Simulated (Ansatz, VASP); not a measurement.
## One calculation of Si, two programs

The input POSCAR:

```
Si
1.0
    2.6518845070      0.0000000000      0.0000000000
   -1.3259422535      2.2965993509      0.0000000000
    0.0000000000      0.0000000000      2.4958519885
Si
1
Direct
    0.0000000000      0.0000000000      0.0000000000
```

File INCAR.step1:

```
PREC = Accurate
ENCUT = 520
ISMEAR = 0
SIGMA = 0.1
LREAL = F
LASPH = T
NELM = 80
NBANDS = 8
GGA = PE
ALGO = Normal
EDIFF = 1E-4
LWAVE = T
LCHARG = F
```

The input INCAR.step2:

```
PREC = Accurate
ENCUT = 520
EDIFF = 1E-6
ISMEAR = 0
SIGMA = 0.1
LREAL = F
LASPH = T
NELM = 80
ALGO = Normal
ISIF = 2
LWAVE = F
LCHARG = F
METAGGA = R2SCAN
LMIXTAU = T
NBANDS = 8
ISTART = 1
```

Contents of KPOINTS:

```
Automatic mesh
0
Gamma
  18 18 16
```

Input for Ansatz:

```yaml
crystal:
  lattice:
    - [2.651884507, 0.0, 0.0]
    - [-1.3259422535, 2.2965993509, 0.0]
    - [0.0, 0.0, 2.4958519885]
  atoms:
    - { symbol: Si, position: [0.0, 0.0, 0.0] }
basis:
  ecutwfc: 500
kpoints:
  mp_grid: { grid: [18, 18, 16] }
hamiltonian:
  xc: r2scan
scf:
  occupations: { method: gaussian, width: 0.1 }
output:
  forces: true
  stress: true
  eigenvalues: true
```

Alike in both runs: task single point; functional r2SCAN; k mesh 18 × 18 × 16; occupations gaussian, width 0.1 eV; no spin polarisation.

```csv
,VASP,Ansatz
version,VASP 6.6.1,Ansatz 0.2.0
potentials or method,"VASP PAW PBE potentials, release 64 (Si)","scalar-relativistic, plane waves, PAW"
plane-wave cutoff (eV),520,500
valence electrons in the cell,4,4
```

|  | VASP | Ansatz | Ansatz less VASP |
| --- | --- | --- | --- |
| gap on the k mesh at the Fermi level (eV) | none | none | - |
| pressure (GPa) | -1.9 | -1.8 | +0.08 |
| largest component of the traceless stress (GPa) | 0.79 | 0.85 | +0.061 |

A gap of «none» marks a metal or a gap that the smearing closes.

Caveats: the PAW data sets were made with another functional, which shifts forces and pressure a little (VASP).
